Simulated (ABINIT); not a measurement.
The system is ZrS.

```
Zr S
1.0
     0.00000    2.62500    2.62500
     2.62500    0.00000    2.62500
     2.62500    2.62500    0.00000
Zr S
1 1
Direct
  0.00000 0.00000 0.00000
  0.50000 0.50000 0.50000
```

Base run:

```yaml
Program: ABINIT 10.8.3 (patched build)
Functional: LDA
Potentials_or_basis: JTH PAW LDA v2.0
Cutoff: 544 eV
k_mesh: 7 × 7 × 7
Occupations: fermi-dirac, width 0.05 eV
Spin: no spin polarisation
```

Its results: band gap on the k mesh none (metal or under the smearing width); pressure -9.2 GPa.

Question: The run is repeated on the same cell with these changes: k mesh from 7 × 7 × 7 to 4 × 4 × 4. What comes out?

Answer: Band gap on the k mesh none (metal or under the smearing width); pressure -9.6 GPa.

Caveats: some runs use coarse meshes.

Not every run made on this cell is shown here.
